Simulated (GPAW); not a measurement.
## CdO (Monteponite): single point with PBE

Crystal: CdO (Monteponite).

```
Cd O
1.0
     0.00000    2.34950    2.34950
     2.34950    0.00000    2.34950
     2.34950    2.34950    0.00000
Cd O
1 1
Direct
  0.00000 0.00000 0.00000
  0.50000 0.50000 0.50000
```

```yaml
Program: GPAW 26.7.0
Task: single point
Functional: PBE
Potentials_or_basis: GPAW PAW data sets (gpaw-data 1.2.1)
Cutoff: 800 eV
Basis: pw
k_mesh: 10 × 10 × 10
Occupations: gaussian, width 0.028 eV
Spin: no spin polarisation
Maxiter: 150
```

```yaml
Pressure: 5.5 GPa
Band_gap_on_the_k_mesh: none (metal or under the smearing width)
```

Levels at points of the mesh, in eV from the Fermi level:
```csv
k point,band 6,band 7,band 8,band 9,band 10,band 11,band 12,band 13
"(0.00, 0.00, 0.00)",-6.38,-1.42,-1.42,-1.42,-0.45,14.57,16.99,16.99
"(0.50, 0.50, 0.00)",-5.67,-4.39,-2.39,-2.39,3.86,8.47,11.22,13.25
"(0.50, 0.50, 0.50)",-6.11,-3.82,-0.02,-0.02,4.37,7.28,11.81,11.81
```

Run time: 28 s on 1 thread of Arm Neoverse V1 (shared host), peak memory 0.17 GiB.

Caveat: this crystal is a semiconductor, whose small gap the functional closes, so the metal is an error of the method.
